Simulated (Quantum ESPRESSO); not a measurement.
Something may be wrong with this Quantum ESPRESSO 7.5 calculation of KI.

Contents of pw.in:

```
&CONTROL
  calculation = 'scf'
  prefix = 'pwscf'
  outdir = './tmp'
  pseudo_dir = './pseudo'
  tprnfor = .true.
  disk_io = 'nowf'
/
&SYSTEM
  ibrav = 0
  nat = 2
  ntyp = 2
  ecutwfc = 75
  nbnd = 19
  input_dft = 'XC-005I-000I-000I-000I-497L-498L'
  occupations = 'smearing'
  smearing = 'fd'
  degauss = 0.00367493
  nqx1 = 2
  nqx2 = 2
  nqx3 = 2
  ecutfock = 150
  exx_fraction = 0.05
  nosym = .true.
/
&ELECTRONS
  conv_thr = 1d-07
  electron_maxstep = 75
  mixing_beta = 0.5
  adaptive_thr = .true.
/
ATOMIC_SPECIES
I    126.9045 I_ONCV_PBE-1.2.upf
K     39.0983 K_ONCV_PBE-1.2.upf
CELL_PARAMETERS angstrom
   0.0000000000    3.5327750000    3.5327750000
   3.5327750000    0.0000000000    3.5327750000
   3.5327750000    3.5327750000    0.0000000000
ATOMIC_POSITIONS angstrom
I      0.5000000000    0.5000000000    0.5000000000
K      0.0000000000    0.0000000000    0.0000000000
K_POINTS automatic
2 2 2 0 0 0
```

Potentials or basis: SG15 PBE 1.2.

Launch:

```sh
$ OMP_NUM_THREADS=1 mpirun -n 2 pw.x -in pw.in > pw.out
```

pw.out:

```text
This program is part of the open-source Quantum ESPRESSO suite
     for quantum simulation of materials; please cite
         "P. Giannozzi et al., J. Phys.:Condens. Matter 21 395502 (2009);
         "P. Giannozzi et al., J. Phys.:Condens. Matter 29 465901 (2017);
         "P. Giannozzi et al., J. Chem. Phys. 152 154105 (2020);
     in publications or presentations arising from this work. More details at

     Message from routine matching_shortIDs:
     WARNING: an LDA/GGA functional has been found, but Libxc GGA/mGGA functionals already include the LDA/GGA terms.

     IMPORTANT: XC functional enforced from input :
     Exchange-correlation= XC-005I-000I-000I-000I-497L-498L
                           (   5   0   0   0   0 497 498)
     EXX-fraction              =        1.00
     Any further DFT definition will be discarded
     Please, verify this is what you really want

     EXX fraction changed:   0.05

     Subspace diagonalization in iterative solution of the eigenvalue problem:
     a serial algorithm will be used
[... 101 lines left out ...]
      on external parameters: check the user_guide of
      QE if you need to modify them or to check their
      default values.

     WARNING: libxc functional with ID  498 depends
      on external parameters: check the user_guide of
      QE if you need to modify them or to check their
      default values.
     EXX: ACE will be initialized later

     Initial potential from superposition of free atoms

     starting charge      25.7107, renormalised to      26.0000

     negative rho (up,down):  7.402E-07 0.000E+00

     negative rho (up, down):  7.402E-07 0.000E+00
     Starting wfcs are random

     Self-consistent Calculation

     iteration #  1     ecut=    75.00 Ry     beta= 0.50
     Davidson diagonalization with overlap
     ethr =  1.00E-02,  avg # of iterations = 11.6
[... 32 lines left out ...]
     iteration #  6     ecut=    75.00 Ry     beta= 0.50
     Davidson diagonalization with overlap
     ethr =  1.21E-03,  avg # of iterations =  1.4

     negative rho (up,down):  9.694E-04 0.000E+00

     negative rho (up, down):  9.694E-04 0.000E+00

     total energy              =    -257.92068997 Ry
     estimated scf accuracy    <       0.00887808 Ry

     iteration #  7     ecut=    75.00 Ry     beta= 0.50
     Davidson diagonalization with overlap
     ethr =  3.41E-05,  avg # of iterations =  8.0
[... 58 lines left out ...]
     convergence has been achieved in   7 iterations

     Using ACE for calculation of exact exchange

     EXX grid:    18499 G-vectors     FFT dimensions: (  40,  40,  40)
     ACE projected onto    19 (nbndproj) and applied to    19 (nbnd) bands

     EXX: now go back to refine exchange calculation

     Self-consistent Calculation
[... 507 lines left out ...]
     total energy              =    -228.69808813 Ry
     estimated scf accuracy    <       0.00007607 Ry

     iteration #  2     ecut=    75.00 Ry     beta= 0.50
     Davidson diagonalization with overlap
```

Problem. Diagnose the run.

Solution. The run was cut off at its time limit. The input holds a flaw that was put in on purpose: fractional positions marked angstrom.
